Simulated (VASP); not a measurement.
A run of VASP 6.6.1:

The input INCAR:

```
SYSTEM = Na2S
PREC     = Accurate       ! precision mode
ENCUT    = 600            ! plane-wave cutoff, eV
EDIFF    = 1E-6           ! SCF threshold, eV
ISMEAR   = 0              ! smearing method
SIGMA    = 0.01           ! smearing width, eV
LREAL    = .FALSE.        ! projectors in reciprocal space
LASPH    = .TRUE.         ! aspherical terms in the spheres
NELM     = 100            ! most SCF steps
ALGO     = Normal         ! electronic algorithm
ISIF     = 3              ! what is computed and relaxed
LWAVE    = .FALSE.        ! write WAVECAR
LCHARG   = .FALSE.        ! write CHGCAR
GGA      = PS             ! functional
IBRION   = 2              ! ionic algorithm
NSW      = 60             ! ionic steps
EDIFFG   = -0.01          ! ionic threshold
```

File KPOINTS:

```
regular mesh
0
G
  5 5 5
  0 0 0
```

Contents of POSCAR:

```
Na2S
1.0
    0.0000000000      3.2735000000      3.2735000000
    3.2735000000      0.0000000000      3.2735000000
    3.2735000000      3.2735000000      0.0000000000
Na S
2 1
Direct
    0.2500000000      0.2500000000      0.2500000000
    0.7500000000      0.7500000000      0.7500000000
    0.0000000000      0.0000000000      0.0000000000
```

Potentials or basis: VASP PAW PBE potentials, release 64 (Na_pv, S).

The run is started by

```console
$ cat potpaw_PBE.64/Na_pv/POTCAR potpaw_PBE.64/S/POTCAR > POTCAR
$ mpirun -np 1 vasp_std > vasp.out
```

Hardware: 1 thread of Intel(R) Xeon(R) 6975P-C (Granite Rapids) (shared host).

Q: Estimate the wall time of this run.

A: Run time: 20 s on 1 thread of Intel(R) Xeon(R) 6975P-C (Granite Rapids), with other jobs on the host, peak memory 0.23 GiB. Counts: scf iterations 38, k points 10, ion steps 5.
